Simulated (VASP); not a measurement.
Wanted: the native input for a VASP 6.6.1 run.

* Task: single point
* Functional: PBE
* Potentials or basis: VASP PAW PBE potentials, release 64 (H)
* Cutoff: 520 eV
* k mesh: 6 × 6 × 6
* Occupations: gaussian, width 0.02 eV
* Spin: no spin polarisation
* Dipole correction: no
* Further INCAR settings: ALGO = Fast; EDIFF = 1e-07; NBANDS = 10

The structure of H lies in POSCAR:

```
H
1.0
    3.7097913310      0.0000000000      0.0000000000
    0.0000000000      3.7097913310      0.0000000000
    0.0000000000      0.0000000000      4.5711795732
H
4
Direct
    0.0000000000      0.0000000000      0.9178920220
    0.0000000000      0.0000000000      0.0821079780
    0.5000000000      0.5000000000      0.4178920220
    0.5000000000      0.5000000000      0.5821079780
```

The cell isn't the ideal one: the same crystal in its conventional cell.

These files were run (other wordings do the same):

INCAR

```
PREC = Accurate
ENCUT = 520
EDIFF = 1E-7
ISMEAR = 0
SIGMA = 0.02
LREAL = F
LASPH = T
NELM = 100
ALGO = Fast
ISIF = 2
LWAVE = F
LCHARG = F
GGA = PE
NBANDS = 10
```

KPOINTS

```
Automatic mesh
0
Gamma
  6 6 6
```

Potentials or basis: VASP PAW PBE potentials, release 64 (H).

Command:

```bash
$ cat potpaw_PBE.64/H/POTCAR > POTCAR
$ mpirun -np 1 vasp_std > vasp.out
```

Results of the run:

```json
{
  "Pressure": "-0.2 GPa",
  "Largest force": "0.009 eV/Å",
  "Band gap on the k mesh": "9.27 eV"
}
```

Run time: 9.7 s on 1 thread of Intel(R) Xeon(R) 6975P-C (Granite Rapids), on a shared host, peak memory 0.16 GiB.
